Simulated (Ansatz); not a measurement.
## From barrier to diffusion: H in GaN

Computed with DFT PBE, scalar-relativistic, plane waves, PAW in Ansatz 0.2.0. (420 eV cutoff, 3×3×3 k-mesh, Gaussian smearing of 0.02 eV, no spin polarisation)

Host crystal, relaxed:

```
CELL_PARAMETERS angstrom
3.21837 0.00000 0.00000
-1.60919 2.78719 0.00000
0.00000 0.00000 5.24317
ATOMIC_POSITIONS crystal
Ga 0.66667 0.33333 0.49913
Ga 0.33333 0.66667 0.99913
N 0.66667 0.33333 0.87587
N 0.33333 0.66667 0.37587
```

In a supercell of 12 host sites with charge -1, interstitial H hops to an equivalent place, moving 2.62 Å. Climbing-image nudged elastic band at fixed cell; the order of the saddle wasn't checked, and the small cell leaves errors of about a tenth of an eV. Zero-point motion and tunnelling, which matter for H, are left out.

| image | path (Å) | E − E(0) (eV) |
| --- | --- | --- |
| 0 | 0.00 | 0.000 |
| 1 | 0.64 | 0.630 |
| 2 | 1.28 | 1.146 |
| 3 | 1.98 | 0.629 |
| 4 | 2.69 | 0.000 |

Problem. What are the barriers forward and back, and what attempt frequency does the shape suggest?

Solution. Forward 1.15 eV, back 1.15 eV, the ends being level. For a sinusoidal profile E_b sin²(πx/l), with the H atom alone moving, ν = (1/l)√(E_b/2m) = 2.8×10¹³ s⁻¹, within an order of magnitude of the customary 10¹³ s⁻¹; a true prefactor needs the vibrations at the minimum and at the saddle.

Problem. With ν = 10¹³ s⁻¹, give the forward jump rate along this one path, the wait 1/k for that jump, the diffusivity D ≈ l²k and the distance √(Dt) covered in an hour at 300, 600 and 1000 K, taking the host as solid throughout.

Solution. k = ν exp(−E_b/k_BT):
```json
{"T (K)": "300", "k (1/s)": "5.5×10⁻⁷", "wait (s)": "1.8×10⁶", "D (cm²/s)": "3.8×10⁻²²", "√(Dt) in 1 h (nm)": "0.012"}
{"T (K)": "600", "k (1/s)": "2348", "wait (s)": "4.3×10⁻⁴", "D (cm²/s)": "1.6×10⁻¹²", "√(Dt) in 1 h (nm)": "762"}
{"T (K)": "1000", "k (1/s)": "1.7×10⁷", "wait (s)": "6.0×10⁻⁸", "D (cm²/s)": "1.1×10⁻⁸", "√(Dt) in 1 h (nm)": "6.4×10⁴"}
```

D = l²k holds for six equivalent jumps in three dimensions (z l²k/6) and is a scale otherwise. Long-range transport needs a connected net of such jumps, and traps slow it. D is that of an interstitial already there. An error of 0.1 eV in the barrier changes k by a factor of 48 at 300 K and 3.2 at 1000 K.

Cost: 1 run of about 3.9 core-minutes, on Arm Neoverse V2 (shared hosts).